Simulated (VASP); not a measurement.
## A VASP 6.6.1 single-point calculation on MgI2

INCAR

```
LASPH = .TRUE.
EDIFF = 1E-7
GGA = PE
IBRION = -1
NELM = 94
NSW = 0
PREC = High
LCHARG = .FALSE.
SIGMA = 0.02
ISMEAR = -1
ENCUT = 520
LREAL = .FALSE.
NBANDS = 15
ISIF = 2
LWAVE = .FALSE.
```

KPOINTS

```
KPOINTS created by Atomic Simulation Environment
0
Gamma
6 6 6
0 0 0
```

POSCAR

```
Mg I
 1.0000000000000000
     0.0000000000000000    3.7557205858999998    3.7181633801000000
     3.7557205858999998    0.0000000000000000    3.7181633801000000
     3.7557205858999998    3.7557205858999998    0.0000000000000000
 Mg  I
   1   2
Cartesian
  0.0000000000000000  0.0000000000000000  0.0000000000000000
  1.8778602929499997  1.8778602929499997  1.8590816900500000
  5.6335808788499984  5.6335808788499984  5.5772450701500000
```

The recommended PBE PAW datasets give the neutral cell 16 valence electrons.

Command

```
mpirun -np 1 vasp_std
```

OSZICAR

```
N       E                     dE             d eps       ncg     rms          rms(c)
DAV:   1     0.735900642302E+02    0.73590E+02   -0.57451E+03   908   0.834E+02
DAV:   2    -0.645358513904E+00   -0.74235E+02   -0.66171E+02  1196   0.132E+02
DAV:   3    -0.673402894194E+01   -0.60887E+01   -0.60541E+01  1145   0.423E+01
DAV:   4    -0.685473771446E+01   -0.12071E+00   -0.12070E+00  1237   0.697E+00
DAV:   5    -0.685563500376E+01   -0.89729E-03   -0.89728E-03  1209   0.539E-01    0.461E+00
DAV:   6    -0.648969841959E+01    0.36594E+00   -0.24325E-01   984   0.242E+00    0.292E+00
DAV:   7    -0.640055358153E+01    0.89145E-01   -0.19027E-01  1019   0.214E+00    0.105E+00
DAV:   8    -0.639848988619E+01    0.20637E-02   -0.20904E-02  1026   0.742E-01    0.110E-01
DAV:   9    -0.639800669867E+01    0.48319E-03   -0.16674E-03  1180   0.241E-01    0.406E-02
DAV:  10    -0.639799988275E+01    0.68159E-05   -0.10872E-04  1096   0.599E-02    0.285E-02
DAV:  11    -0.639801778459E+01   -0.17902E-04   -0.21870E-05  1033   0.297E-02    0.964E-03
DAV:  12    -0.639801690355E+01    0.88104E-06   -0.21547E-06  1124   0.898E-03    0.380E-03
DAV:  13    -0.639801715415E+01   -0.25060E-06   -0.60490E-07  1005   0.455E-03    0.186E-03
DAV:  14    -0.639801715970E+01   -0.55510E-08   -0.20860E-08   919   0.912E-04
   1 F= -.63980172E+01 E0= -.63980172E+01  d E =-.708792E-08
```

Standard output (part)

```
POSCAR found type information on POSCAR MgI
 POSCAR found :  2 types and       3 ions
 LDA part: xc-table for (Slater+PW92), standard interpolation
 POSCAR, INCAR and KPOINTS ok, starting setup
 WAVECAR not read
 entering main loop
```

From OUTCAR

```
k-points           NKPTS =     30   k-points in BZ     NKDIM =     30   number of bands    NBANDS=     15

   NELECT =      16.0000    total number of electrons

   dimension x,y,z NGX =    40 NGY =   40 NGZ =   40
   dimension x,y,z NGXF=    50 NGYF=   50 NGZF=   50

  energy-cutoff  :      520.00
  volume of cell :      104.89
      direct lattice vectors                 reciprocal lattice vectors
     0.000000000  3.755720586  3.718163380    -0.133130245  0.133130245  0.134474994
     3.755720586  0.000000000  3.718163380     0.133130245 -0.133130245  0.134474994
     3.755720586  3.755720586  0.000000000     0.133130245  0.133130245 -0.134474994

 k-points in reciprocal lattice and weights: KPOINTS created by Atomic Simulation Env
   0.00000000  0.00000000  0.00000000       0.005
   0.16666667  0.00000000  0.00000000       0.037
   0.33333333  0.00000000  0.00000000       0.037
   0.50000000  0.00000000  0.00000000       0.019
   0.16666667  0.16666667  0.00000000       0.009
   0.33333333  0.16666667  0.00000000       0.037
   0.50000000  0.16666667  0.00000000       0.037
  -0.33333333  0.16666667  0.00000000       0.037
   ...

 E-fermi :   3.6986

 k-point     1 :       0.0000    0.0000    0.0000
  band No.  band energies     occupation
      1      -9.6268      2.00000
      2      -8.0239      2.00000
      3       0.3224      2.00000
      4       0.3845      2.00000
      5       0.3845      2.00000
      6       2.1977      2.00000
      7       2.1977      2.00000
      8       2.3240      2.00000
      9       3.9697      0.00000
     10       6.4476      0.00000
     11       6.4476      0.00000
     12       6.4514      0.00000
     13       8.4762      0.00000
     14       8.5535      0.00000
     15       9.9299      0.00000

 k-point     2 :       0.1667    0.0000    0.0000
  band No.  band energies     occupation
      1      -9.5254      2.00000
      2      -8.1371      2.00000
      3       0.2963      2.00000
      4       0.4020      2.00000
      5       0.4292      2.00000
      6       1.5652      2.00000
      7       1.9555      2.00000
      8       2.0317      2.00000
      9       4.8355      0.00000
     10       6.7272      0.00000
     11       6.7480      0.00000
     12       6.7531      0.00000
     13       9.0312      0.00000
     14       9.1181      0.00000
     15      10.6633      0.00000

 k-point     3 :       0.3333    0.0000    0.0000
  band No.  band energies     occupation
      1      -9.2439      2.00000
      2      -8.4419      2.00000
      3       0.0849      2.00000
      4       0.5787      2.00000
      5       0.5879      2.00000
      6       0.9568      2.00000
      7       1.4481      2.00000
      8       1.4927      2.00000
      9       5.6902      0.00000
     10       7.5953      0.00000
     11       7.6181      0.00000
     12       8.1150      0.00000
     13      10.1728      0.00000
     14      10.2447      0.00000
     15      10.9005      0.00000

 ...

  Total        0.1108649      0.1108649      0.7011682      0.0000000     -0.0000000     -0.0000000
  in kB        1.6934010      1.6934010     10.7099575      0.0000000     -0.0000000     -0.0000000
  external PRESSURE =       4.6989198 kB  Pullay stress =       0.0000000 kB

 POSITION                                       TOTAL-FORCE (eV/Angst)
 -----------------------------------------------------------------------------------
      0.00000      0.00000      0.00000         0.000000     -0.000000      0.000000
      1.87786      1.87786      1.85908        -0.000000      0.000000      0.000000
      5.63358      5.63358      5.57725         0.000000      0.000000      0.000000
 -----------------------------------------------------------------------------------
    total drift:                                0.000000      0.000000      0.000000

  FREE ENERGIE OF THE ION-ELECTRON SYSTEM (eV)
  ---------------------------------------------------
  free  energy   TOTEN  =        -6.3980171597 eV

  energy  without entropy=       -6.3980171526  energy(sigma->0) =       -6.39801716
```

It converged. Results: gap between bands v and c on the k mesh 0.54 eV; least direct gap on the k mesh 0.94 eV; pressure 0.5 GPa. Band v is the last that the valence electrons fill when counted band by band, and c is the next.

For comparison, a separate PBE run of the intended cell, on usual settings and not on those above, gives a gap of 0.54 eV on its mesh and a pressure of 0.5 GPa.

The run above took about 50 s on one core of a shared host (Intel Xeon Platinum 8488C) and held 0.18 GiB at most.
